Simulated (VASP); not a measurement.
A run of VASP 6.6.1 is set up as follows.

INCAR

```
SYSTEM = Ni
PREC     = Accurate       ! precision mode
ENCUT    = 520            ! plane-wave cutoff, eV
EDIFF    = 1E-6           ! SCF threshold, eV
ISMEAR   = -1             ! smearing method
SIGMA    = 0.1            ! smearing width, eV
LREAL    = .False.        ! projectors in reciprocal space
LASPH    = .True.         ! aspherical terms in the spheres
NELM     = 150            ! most SCF steps
ALGO     = Normal         ! electronic algorithm
ISIF     = 2              ! what is computed and relaxed
LWAVE    = .False.        ! write WAVECAR
LCHARG   = .True.         ! write CHGCAR
ISPIN    = 2              ! spin polarisation
MAGMOM   = 1              ! initial moments
LORBIT   = 11             ! projections on sites
LMAXMIX  = 4              ! l up to which the mixer works
GGA      = PE             ! functional
LELF     = .True.         ! ELF
LVHAR    = .True.
```

File KPOINTS:

```
regular mesh
0
Gamma
  24 24 24
  0 0 0
```

File POSCAR:

```
Ni
1.0
    0.0000000000      1.7620000000      1.7620000000
    1.7620000000      0.0000000000      1.7620000000
    1.7620000000      1.7620000000      0.0000000000
Ni
1
Direct
    0.0000000000      0.0000000000      0.0000000000
```

Potentials or basis: VASP PAW PBE potentials, release 64 (Ni).

Launch:

```bash
$ cat potpaw_PBE.64/Ni/POTCAR > POTCAR
$ mpirun -np 1 vasp_std > vasp.out
```

(1) Estimate the band gap on the k mesh.

(2) What does it give for the net moment?

(3) What does it give for the pressure?

Answers

(1) none (metal or under the smearing width).

(2) 0.62 μB per cell.

(3) -0.7 GPa.
